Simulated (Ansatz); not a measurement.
# Ca: what changed settings do

The reference input for Ansatz (plane-wave DFT with PAW):

```yaml
crystal:
  lattice:
    - [1.971275995, -3.39549018, 0.0]
    - [1.971275995, 3.39549018, 0.0]
    - [0.0, 0.0, 6.50911174]
  atoms:
    - { symbol: Ca, position: [0.8355866, 0.1644134, 0.25] }
    - { symbol: Ca, position: [0.1644134, 0.8355866, 0.75] }
basis:
  ecutwfc: 420
kpoints:
  mp_grid: { grid: [4, 4, 2] }
hamiltonian:
  xc: pbe
scf:
  occupations: { method: gaussian, width: 0.1 }
output:
  forces: true
  stress: true
  eigenvalues: true
```

Command:

```bash
ansatz run input.yaml --threads 1 --pin off --max-ram 1331MiB --backend cpu --events-out ev --progress --plain --runs-dir out
```

The run converges in 6 SCF iterations on 14 irreducible k-points: pressure -0.40 GPa, largest force 0.019 eV/Å, no gap.

These settings were drawn at random to show what each does; none of the numbers is a converged property of the crystal. Each trial's input is given as a difference from the reference's; energies are extrapolated to zero smearing where there is one, and pressure is positive in compression. Charged cells sit in a uniform background, and their pressures hang on that convention.

Trial 1:

```diff
 basis:
-  ecutwfc: 420
+  ecutwfc: "22 Ha"
+  ecutrho_ratio: 6
 kpoints:
-  mp_grid: { grid: [4, 4, 2] }
+  mp_grid: { kspacing: 0.47 }
 scf:
+  mixing: { beta: 0.12, ndim: 2 }
+  initial_density: { chi_scale: 0, normalization: atom }
+  max_iter: 66
```

What does the program give?

The run converges in 7 SCF iterations on 14 irreducible k-points: energy 16.6 meV per atom below the reference, pressure -0.37 GPa, largest force 0.018 eV/Å, no gap.

Trial 2:

```diff
 basis:
-  ecutwfc: 420
+  ecutwfc: "24 Ha"
+  ecutrho_ratio: 2
 hamiltonian:
+  dispersion: d4
 scf:
+  max_iter: 66
```

How does this run end?

The run converges in 6 SCF iterations on 14 irreducible k-points: pressure -0.97 GPa, largest force 0.019 eV/Å, no gap. It warns that the density cutoff lies under the recommended one.

Trial 3:

```diff
+total_charge: 0.1
 hamiltonian:
-  xc: pbe
+  xc: pbesol
 scf:
+  mixing: { beta: 0.9, ndim: 6 }
+  max_iter: 53
```

How does this run end?

The run converges in 6 SCF iterations on 14 irreducible k-points: pressure -0.44 GPa (with the neutralising background of the charged cell), largest force 0.019 eV/Å, no gap.

Trial 4:

```diff
 basis:
-  ecutwfc: 420
+  ecutwfc: "19 Ry"
 scf:
+  max_iter: 20
```

What does the program give?

The run converges in 6 SCF iterations on 14 irreducible k-points: energy 116 meV per atom above the reference, pressure -0.53 GPa, largest force 0.017 eV/Å, no gap. It warns that the cutoff lies under the recommended one, 420 eV for these potentials.

Trial 5:

```diff
 kpoints:
-  mp_grid: { grid: [4, 4, 2] }
+  mp_grid: { kspacing: 1.4 }
```

What does the program give?

The run converges in 7 SCF iterations on 3 irreducible k-points: energy 127 meV per atom above the reference, pressure -0.03 GPa, largest force 0.019 eV/Å.

Trial 6:

```diff
 crystal:
   atoms:
-    - { symbol: Ca, position: [0.8355866, 0.1644134, 0.25] }
+    - { symbol: Ca, position: [0.8355866, 0.1644134, 0.25], spin: -5.0 }
 kpoints:
-  mp_grid: { grid: [4, 4, 2] }
+  mp_grid: { kspacing: 0.4 }
 scf:
-  occupations: { method: gaussian, width: 0.1 }
+  occupations: { method: methfessel_paxton, width: 0.025 }
+  lower_state_search: "off"
 output:
-  forces: true
-  stress: true
+  forces: false
+  stress: false
+  populations: true
+magnetization:
+  spin_polarized: true
```

What does the program give?

The run converges in 18 SCF iterations on 18 irreducible k-points: energy 6.06 meV per atom above the reference, no gap, cell moment -0.14 μB. It warns that the starting moments were lost; that the state wasn't tested for a lower one.

Trial 7:

```diff
 kpoints:
-  mp_grid: { grid: [4, 4, 2] }
+  mp_grid: { kspacing: 0.68 }
 scf:
-  occupations: { method: gaussian, width: 0.1 }
+  occupations: { method: methfessel_paxton, width: 0.014 }
+  self_checks: high
+magnetization:
+  spin_polarized: true
```

How does this run end?

The run converges in 11 SCF iterations on 8 irreducible k-points: energy 109 meV per atom above the reference, pressure -0.55 GPa, largest force 0.021 eV/Å, no gap, cell moment 1.44 μB. It warns that no starting moments were given; that the state wasn't tested for a lower one.

Trial 8:

```diff
 basis:
-  ecutwfc: 420
+  ecutwfc: "19 Ry"
 kpoints:
-  mp_grid: { grid: [4, 4, 2] }
+  mp_grid: { grid: [2, 2, 1] }
 scf:
-  occupations: { method: gaussian, width: 0.1 }
+  occupations: { method: fermi_dirac, width: "1000 K" }
```

What does the program give?

The run converges in 7 SCF iterations on 3 irreducible k-points: energy 243 meV per atom above the reference, pressure -0.11 GPa, largest force 0.018 eV/Å. It warns that the cutoff lies under the recommended one, 420 eV for these potentials.